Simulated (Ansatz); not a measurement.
Runs of Ansatz 0.2.0 on SnO. The structure is cubic, space group Pm-3m (No. 221). The conventional cell has a = 3.132 Å, b = 3.132 Å, c = 3.132 Å, α = 90.00°, β = 90.00°, γ = 90.00°. Sn (site symmetry m-3m) is surrounded by 8 O at 2.71 Å. O (site symmetry m-3m) has 8 Sn at 2.71 Å as nearest neighbours. The cell was built by a generator and needn't be a form met in nature.

| task | level | screening (1/Å) | share of exact exchange | points for each segment of the path | gap on the mesh (eV) | pressure (GPa) |
| --- | --- | --- | --- | --- | --- | --- |
| single point | HSE06 form with a typed share of exact exchange | 0.2 | 0.4 | - | (c) | -6.0 |
| band structure | PBEsol0 | - | - | 4 | - | (a) |
| single point | HSE06 form with a typed share of exact exchange | 0.2 | 0.05 | - | 1.41 | -0.7 |
| single point | HSE06 form with a typed share of exact exchange | 0.3 | 0.25 | - | 1.81 | -3.6 |
| single point | HSE06 form with a typed share of exact exchange | 0.2 | 0.2 | - | 1.84 | (b) |

Alike in all rows: potentials or basis Ansatz PAW; no spin polarisation; cell as given; k mesh 5 × 5 × 5; cutoff (eV) 420; smearing fermi-dirac 0.05 eV.

Task: Estimate the missing entries.

Result: (a) -7.3; (b) -3.1; (c) 2.42.

Caveats: spin-orbit coupling is left out, which moves the levels of the heavy elements; the PAW data sets come from PBE, with cores solved anew for the run's functional, which leaves a small shift of forces and pressure; the thresholds are loose for stress; odd divisions of the mesh miss points on the zone boundary, where band edges often lie, so the gap on the mesh can be too wide (some runs).

A k mesh can miss the band edges, and the runs leave out spin-orbit coupling on Sn.
